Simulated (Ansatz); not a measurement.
SrO under changes of volume

One of the cells (16.901 Å³/atom); the others are scaled copies at fixed shape and fractional positions:

```
Sr O
1.0
     0.00000    2.56630    2.56630
     2.56630    0.00000    2.56630
     2.56630    2.56630    0.00000
Sr O
1 1
Direct
  0.50000 0.50000 0.50000
  0.00000 0.00000 0.00000
```

| Quantity | Value |
| --- | --- |
| Program | Ansatz 0.2.0 |
| Functional | BLYP |
| Dispersion | D4 |
| Potentials or basis | Ansatz PAW |
| Cutoff | 420 eV (not typed: the program's choice for these potentials) |
| k mesh | 9 × 9 × 9 |
| Occupations | fermi-dirac, width 0.05 eV |
| Spin | no spin polarisation |

| volume (Å³/atom) | energy over the lowest point (meV/atom) | pressure (GPa) | gap on the mesh (eV) |
| --- | --- | --- | --- |
| 15.887 | 43.75 | 9.9 | 3.47 |
| 16.225 | 25.65 | 7.3 | 3.49 |
| 16.563 | 12.74 | 5.0 | 3.50 |
| 16.901 | 4.49 | 2.9 | 3.51 |
| 17.239 | ? | ? | ? |
| 17.577 | 0.00 | -0.7 | 3.52 |
| 17.915 | 3.08 | -2.2 | 3.52 |

Task: What does the run at 17.239 Å³/atom give?

Result: Energy over the lowest point 0.36 meV/atom; pressure 1.0 GPa; gap on the mesh 3.51 eV.

Worked out: A Birch-Murnaghan fit of order 3 (a polynomial in V^(-2/3)) to the other rows has its minimum at 17.44 Å³/atom with B0 = V·E''(V) = 86 GPa and B' = 4.4. It gives 0.36 meV/atom at 17.239 Å³/atom, against the run's 0.36, and -dE/dV = 1.0 GPa, against 1.0. A parabola through the other rows of the gap, of slope 0.236 eV per unit of ln V there, gives 3.52 eV, against the run's 3.51.

Energies are extrapolated to zero smearing.

Caveats: odd divisions of the mesh miss points on the zone boundary, where band edges often lie, so the gap on the mesh can be too wide; the PAW data sets come from PBE, with cores solved anew for the run's functional, which leaves a small shift of forces and pressure.

A mesh can miss the band edges. Spin-orbit coupling on Sr is left out.
